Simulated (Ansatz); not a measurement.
**73Ge NMR of the central transition in Ge**

Cell: a structure deposited in the COD, ions relaxed with PBE at fixed cell.

Space group P4_32_12 (No. 96); a = 5.9300, c = 6.9800 Å.

| site | Wyckoff | site symmetry | x | y | z |
| --- | --- | --- | --- | --- | --- |
| Ge1 | 4a | ..2 | 0.0900 | 0.0900 | 0.0000 |
| Ge5 | 8b | 1 | 0.1723 | 0.3692 | 0.2594 |

One atom of each set is listed.

Computed with Ansatz: DFT, PBE, plane waves and PAW (field gradients read without the response of the frozen cores, which leaves them typically 4 to 6 % off), scalar-relativistic, 420 eV cutoff, Γ-centred 6×6×5 k-points, Fermi–Dirac smearing 0.05 eV.

73Ge has I = 9/2 and Q = -196.0 mb (Pyykkö 2018); at 35.2 T its Larmor frequency is ν₀ = 52.4 MHz. Only the quadrupole interaction is simulated: positions count from each site's isotropic chemical shift, and shift anisotropy, dipolar and J coupling are left out.

**Question.** Give C_Q, η, the quadrupolar product P_Q = |C_Q|(1 + η²/3)^½, the second-order isotropic shift and the breadth of the pattern (static powder) for each Ge site.

**Answer.** 

| site | first shell | C_Q (MHz) | η | P_Q (MHz) | δ_QIS (ppm) | breadth (kHz) |
| --- | --- | --- | --- | --- | --- | --- |
| Ge1 | 4 Ge at 2.49–2.50 Å | -20.5 | 0.77 | 22.4 | -253 | 98.1 |
| Ge5 | 4 Ge at 2.49–2.52 Å | -26.7 | 0.83 | 29.6 | -442 | 172 |

δ_QIS = −(ν_Q²/30ν₀²)[I(I+1) − 3/4](1 + η²/3) × 10⁶ ppm with ν_Q = 3|C_Q|/[2I(2I−1)]; it falls as 1/B₀² in ppm, and the breadth as 1/B₀ in kHz.

With a gap of 0.5 eV on this mesh, the gradients can still move by some per cent as the k-mesh gets denser.

The relaxation (3 steps) took 1.7 min of wall time (1.7 min of CPU time) and 0.95 GiB at its peak, on 1 thread of Intel Xeon Platinum 8488C (Sapphire Rapids) (x86_64; 16 cores open to the job, memory cap 3.0 GiB, no GPU), a shared host with a load of 0.2 a core.
